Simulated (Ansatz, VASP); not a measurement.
## Mg3O2 in VASP and in Ansatz

```xyz
10
Lattice="2.8416 1.6406 5.1721 -2.8416 1.6406 5.1721 0.0000 -3.2812 5.1721" Properties=species:S:1:pos:R:3 pbc="T T T"
Mg   -1.1011   -1.6406    6.4651
Mg    1.9714   -0.1333    6.4651
Mg   -0.8702    1.7739    6.4651
Mg    1.1011    1.6406    9.0512
Mg   -1.9714    0.1333    9.0512
Mg    0.8702   -1.7739    9.0512
O     0.0000    0.0000   13.2227
O     0.0000    0.0000   10.0518
O     0.0000    0.0000    2.2936
O     0.0000    0.0000    5.4645
```

Alike in both runs: task single point; functional PBE; k mesh 6 × 6 × 6; occupations gaussian, width 0.1 eV; no spin polarisation.

```csv
,VASP,Ansatz
version,VASP 6.6.1,Ansatz 0.2.0
potentials or method,"VASP PAW PBE potentials, release 64 (Mg, O)","scalar-relativistic, plane waves, PAW"
plane-wave cutoff (eV),520,420
valence electrons in the cell,36,84
```

|  | VASP | Ansatz | Ansatz less VASP |
| --- | --- | --- | --- |
| gap on the k mesh at the Fermi level (eV) | none | none | - |
| pressure (GPa) | -7.1 | -6.7 | +0.41 |
| largest component of the traceless stress (GPa) | 2.61 | 2.65 | +0.035 |
| rms of the force components (eV/Å) | 0.483 | 0.483 | -0.0001 |

Atom by atom the forces differ by 0.002 eV/Å (rms over components). A gap of «none» marks a metal or a gap that the smearing closes. The two sets of potentials don't hold the same shells in valence.

Caveats: forces of over 1 eV/Å show positions far from the minimum, so gaps and moduli don't describe the material at rest.
